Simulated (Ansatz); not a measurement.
**Which element?**

Cell vectors (Å):

```
4.0701 0.0000 0.0000
0.0000 4.0701 0.0000
0.0000 0.0000 4.0701
```

| atom | a | b | c |
| --- | --- | --- | --- |
| Rb | 0.0000 | 0.0000 | 0.0000 |
| X | 0.5000 | 0.5000 | 0.5000 |

Theory: PBEsol, PAW on Ansatz 0.2.0's default frozen-core files (fitted under PBE), scalar-relativistic. k mesh 6×6×6, strains of ±0.003, fixed occupations.

Elastic constants of a crystal by Kohn-Sham DFT: slopes of the stress over finite engineering strains of the given cell, Voigt indices, Cartesian axes as in the cell vectors.

| index | elastic (GPa) |
| --- | --- |
| 11 | 37.5 |
| 12 | 7.1 |
| 44 | 7.4 |

Q: All X atoms are one element. Which one was computed?

A: Br; the crystal is RbBr (Pm-3m, a database entry that needn't be its stable phase).

Known limits: frozen-core PAW files fitted under PBE, their cores solved anew for the functional of the run.
